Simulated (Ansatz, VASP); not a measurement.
Two plane-wave programs on Au

Contents of INCAR:

```
SYSTEM = Au
PREC = Accurate
ENCUT = 520
EDIFF = 1E-6
ISMEAR = 0
SIGMA = 0.15
LREAL = .False.
LASPH = .True.
NELM = 100
ALGO = Fast
ISIF = 2
LWAVE = .False.
LCHARG = .False.
GGA = PE
NBANDS = 18
```

KPOINTS

```
Automatic mesh
0
Gamma
  12 12 8
  0 0 0
```

File POSCAR:

```
Au
1.0
    2.9169619270      0.0000000000      0.0000000000
   -1.4584809635      2.5261631306      0.0000000000
    0.0000000000      0.0000000000      4.8900308735
Au
2
Direct
    0.3724136806      0.7052003255      0.7625761657
    0.6275863194      0.2947996745      0.2374238343
```

Input for Ansatz:

```yaml
crystal:
  lattice:
    - [2.916961927, 0.0, 0.0]
    - [-1.4584809635, 2.5261631306, 0.0]
    - [0.0, 0.0, 4.8900308735]
  atoms:
    - { symbol: Au, position: [0.3724136806, 0.7052003255, 0.7625761657] }
    - { symbol: Au, position: [0.6275863194, 0.2947996745, 0.2374238343] }
basis:
  ecutwfc: 420
kpoints:
  mp_grid: { grid: [12, 12, 8] }
hamiltonian:
  xc: pbe
scf:
  occupations: { method: gaussian, width: 0.15 }
output:
  forces: true
  stress: true
  eigenvalues: true
```

Change from the starting cell: all atoms moved at random, sigma 0.1 Å a component.

Alike in both runs: task single point; functional PBE; k mesh 12 × 12 × 8; occupations gaussian, width 0.15 eV; no spin polarisation.

|  | VASP | Ansatz |
| --- | --- | --- |
| version | VASP 6.6.1 | Ansatz 0.2.0 |
| potentials or method | VASP PAW PBE potentials, release 64 (Au) | scalar-relativistic, plane waves, PAW |
| plane-wave cutoff (eV) | 520 | 420 |
| valence electrons in the cell | 22 | 38 |

|  | VASP | Ansatz | Ansatz less VASP |
| --- | --- | --- | --- |
| gap on the k mesh at the Fermi level (eV) | none | none | - |
| pressure (GPa) | 1.5 | 1.7 | +0.21 |
| largest component of the traceless stress (GPa) | 1.17 | 1.18 | +0.008 |
| rms of the force components (eV/Å) | 0.499 | 0.503 | +0.0032 |

Atom by atom the forces differ by 0.003 eV/Å (rms over components). A gap of «none» marks a metal or a gap that the smearing closes. The two sets of potentials don't hold the same shells in valence.

The runs have no spin-orbit coupling, so splittings on Au are missing.
